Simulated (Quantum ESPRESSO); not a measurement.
# GaAs (F-43m) in Quantum ESPRESSO: further runs, part 2 of 2

Quantum ESPRESSO 7.5. Earlier steps stand in the parts before.

## (3) Single point, LDA

scf.in

```
&CONTROL
  calculation = 'scf'
  prefix = 'pwscf'
  outdir = './tmp'
  pseudo_dir = './pseudo'
/
&SYSTEM
  ibrav = 0
  nat = 2
  ntyp = 2
  ecutwfc = 80
  nbnd = 21
  occupations = 'smearing'
  smearing = 'fd'
  degauss = 0.00367493
  force_symmorphic = .true.
/
&ELECTRONS
  conv_thr = 4d-10
  electron_maxstep = 120
  mixing_beta = 0.5
/
ATOMIC_SPECIES
As    74.9216 As.upf
Ga    69.7230 Ga.upf
CELL_PARAMETERS angstrom
   0.0000000000    2.8268500000    2.8268500000
   2.8268500000    0.0000000000    2.8268500000
   2.8268500000    2.8268500000    0.0000000000
ATOMIC_POSITIONS crystal
As     0.7500000000    0.7500000000    0.7500000000
Ga     0.0000000000    0.0000000000    0.0000000000
K_POINTS automatic
8 8 8 0 0 0
```

nscf.in

```
&CONTROL
  calculation = 'nscf'
  prefix = 'pwscf'
  outdir = './tmp'
  pseudo_dir = './pseudo'
/
&SYSTEM
  ibrav = 0
  nat = 2
  ntyp = 2
  ecutwfc = 80
  nbnd = 134
  occupations = 'fixed'
  force_symmorphic = .true.
/
&ELECTRONS
  conv_thr = 1d-08
  diago_full_acc = .true.
  diago_thr_init = 1d-06
/
ATOMIC_SPECIES
As    74.9216 As.upf
Ga    69.7230 Ga.upf
CELL_PARAMETERS angstrom
   0.0000000000    2.8268500000    2.8268500000
   2.8268500000    0.0000000000    2.8268500000
   2.8268500000    2.8268500000    0.0000000000
ATOMIC_POSITIONS crystal
As     0.7500000000    0.7500000000    0.7500000000
Ga     0.0000000000    0.0000000000    0.0000000000
K_POINTS automatic
4 4 4 0 0 0
```

Potentials or basis: PseudoDojo 0.4.1 SR LDA standard.

Launch:

```bash
OMP_NUM_THREADS=1 pw.x -in scf.in > scf.out
OMP_NUM_THREADS=1 pw.x -in nscf.in > nscf.out
```

scf.out:

```text
This program is part of the open-source Quantum ESPRESSO suite
     for quantum simulation of materials; please cite
[... 9 lines left out ...]
     --------------------
     sticks:   dense  smooth     PW     G-vecs:    dense   smooth      PW
     Sum        1261    1261    367                29603    29603    4645

     Using Slab Decomposition

     bravais-lattice index     =            0
     lattice parameter (alat)  =       7.5547  a.u.
     unit-cell volume          =     304.8842 (a.u.)^3
     number of atoms/cell      =            2
     number of atomic types    =            2
     number of electrons       =        28.00
     number of Kohn-Sham states=           21
     kinetic-energy cutoff     =      80.0000  Ry
     charge density cutoff     =     320.0000  Ry
     scf convergence threshold =      4.0E-10
     mixing beta               =       0.5000
     number of iterations used =            8  plain     mixing
     Exchange-correlation= SLA  PW   NOGX NOGC
                           (   1   4   0   0   0   0   0)

[... 274 lines left out ...]
    -6.3679  -6.3301  -1.8104   1.6089   5.8026   5.8026   9.8418  10.0463
    18.5298  18.5298  19.2605  21.6039  21.9056

          k = 0.3536 0.1768 0.0000 (  3662 PWs)   bands (ev):
[... 31 lines left out ...]
   -26.8389 -26.8385 -26.8377 -26.8289 -26.8284  -6.5117  -6.3930  -6.3825
    -6.3500  -6.3396  -2.0532   2.0611   4.6560   6.1621  11.7317  13.6326
    13.8318  16.1105  17.1214  18.9013  22.4186

          k =-0.7071 0.1768-0.0000 (  3690 PWs)   bands (ev):

   -26.8397 -26.8378 -26.8374 -26.8292 -26.8281  -6.5251  -6.3803  -6.3752
    -6.3603  -6.3334  -1.7821   1.6957   5.3294   5.4240  10.9484  11.1571
    16.5285  16.7340  19.3421  20.7517  21.7609

          k =-0.7071 0.3536 0.0000 (  3704 PWs)   bands (ev):

   -26.8390 -26.8386 -26.8374 -26.8290 -26.8283  -6.5183  -6.3896  -6.3767
    -6.3530  -6.3387  -1.7533   1.7938   4.9322   5.1222  13.0208  13.1284
    13.7902  14.4472  19.4079  20.7035  21.6978

     the Fermi energy is     8.6559 ev

!    total energy              =    -364.72394523 Ry
     estimated scf accuracy    <          1.3E-10 Ry
     smearing contrib. (-TS)   =      -0.00001162 Ry
     internal energy E=F+TS    =    -364.72393361 Ry

     The total energy is F=E-TS. E is the sum of the following terms:
     one-electron contribution =    -193.14088633 Ry
     hartree contribution      =     114.68608294 Ry
     xc contribution           =     -87.91629644 Ry
     ewald contribution        =    -198.35283378 Ry

     convergence has been achieved in   8 iterations

=------------------------------------------------------------------------------=
   JOB DONE.
=------------------------------------------------------------------------------=
```

Run time: 58 s. Hardware: 1 thread of Arm Neoverse V2, shared host; peak memory 0.08 GiB.

What came out:

| Quantity | Value |
| --- | --- |
| Band gap on the k mesh, mean-field level | 0.28 eV, direct |

Levels at points of the mesh, in eV from the valence-band top:
```
             k point  band 10  band 11  band 12  band 13  band 14  band 15  band 16  band 17  band 18  band 19
  (0.00, 0.00, 0.00)   -14.83   -12.79     0.00     0.00     0.00     0.28     3.69     3.69     3.69     7.35
 (0.00, 0.00, -0.50)   -14.82   -11.03    -6.69    -1.14    -1.14     0.85     4.60     4.60     7.59    10.20
(0.00, -0.50, -0.50)   -14.82   -10.30    -6.88    -2.68    -2.68     1.36     1.56    10.04    10.04    10.78
```

Caveat: the k mesh is coarse (spacing up to 0.48 Å⁻¹), so the values aren't converged.

## (4) Single point, PBE

Edit scf.in of step 3 so:

```diff
@@ -10,3 +10,3 @@
   ntyp = 2
-  ecutwfc = 80
+  ecutwfc = 84
   nbnd = 21
@@ -29,4 +29,4 @@
    2.8268500000    2.8268500000    0.0000000000
-ATOMIC_POSITIONS crystal
-As     0.7500000000    0.7500000000    0.7500000000
+ATOMIC_POSITIONS angstrom
+As     4.2402750000    4.2402750000    4.2402750000
 Ga     0.0000000000    0.0000000000    0.0000000000
```

Edit nscf.in of step 3 so:

```diff
@@ -10,3 +10,3 @@
   ntyp = 2
-  ecutwfc = 80
+  ecutwfc = 84
   nbnd = 134
@@ -27,4 +27,4 @@
    2.8268500000    2.8268500000    0.0000000000
-ATOMIC_POSITIONS crystal
-As     0.7500000000    0.7500000000    0.7500000000
+ATOMIC_POSITIONS angstrom
+As     4.2402750000    4.2402750000    4.2402750000
 Ga     0.0000000000    0.0000000000    0.0000000000
```

Potentials or basis: PseudoDojo 0.4.1 SR PBE standard.

Launch:

```bash
OMP_NUM_THREADS=1 pw.x -in scf.in > scf.out
OMP_NUM_THREADS=1 pw.x -in nscf.in > nscf.out
```

It took 76 s on 1 thread of Arm Neoverse V1, shared host; peak memory 0.09 GiB.

Results (log left out):

| Quantity | Value |
| --- | --- |
| Band gap on the k mesh, mean-field level | 0.52 eV, direct |

Levels at points of the mesh, in eV from the valence-band top:
| k point | band 10 | band 11 | band 12 | band 13 | band 14 | band 15 | band 16 | band 17 | band 18 | band 19 |
| --- | --- | --- | --- | --- | --- | --- | --- | --- | --- | --- |
| (0.00, 0.00, 0.00) | -14.74 | -12.73 | 0.00 | 0.00 | 0.00 | 0.52 | 3.74 | 3.74 | 3.74 | 7.61 |
| (0.00, 0.00, -0.50) | -14.73 | -10.97 | -6.63 | -1.14 | -1.14 | 1.00 | 4.65 | 4.65 | 7.77 | 10.40 |
| (0.00, -0.50, -0.50) | -14.72 | -10.23 | -6.81 | -2.67 | -2.67 | 1.47 | 1.66 | 10.18 | 10.18 | 10.98 |

Caveat: the k mesh is coarse (spacing up to 0.48 Å⁻¹), so the values aren't converged. A k mesh can miss the band edges.

## (5) Summary

| level | potentials or basis | spin | k mesh | cutoff (eV) | form of the LDA | mesh quality | gap on the mesh (eV) |
| --- | --- | --- | --- | --- | --- | --- | --- |
| PBE | PseudoDojo 0.4 FR PBE standard | non-collinear, zero start, SOC | 8 × 8 × 8 | 1143 | - | not flagged | 0.41 |
| LDA | PseudoDojo 0.4.1 SR LDA standard | off | 4 × 4 × 4 | 1088 | PW92 | coarse | 0.28 |
| PBE | PseudoDojo 0.4.1 SR PBE standard | off | 4 × 4 × 4 | 1143 | - | coarse | 0.52 |

Alike in all rows: task single point; cell as given; smearing fixed.

Caveats: some runs use coarse meshes.

Absolute energies hang on the potentials; compare differences alone.

## (6) How close it comes

Step 2. Measured gap of GaAs: 1.412 eV (direct; 300 K; “Evidence of valence band perturbations in GaAsN/GaAs(001): A combined variable-angle spectroscopic ellipsometry and modulated photoreflectance investigation”, 2008, arxiv:0805.2212). This calculation gives 0.41 eV (-1.00 eV). So large a miss can be the level of theory's own, or it may mean another phase, state or a wrong row. 3 values of this kind are on record (1.412 to 1.51 eV); this one was drawn at random among those near their median, those with a stated uncertainty first. The value is that of PBE on a finite k mesh, which can miss the band edges, without temperature or zero-point motion. Semilocal functionals fall short of measured gaps as a rule.
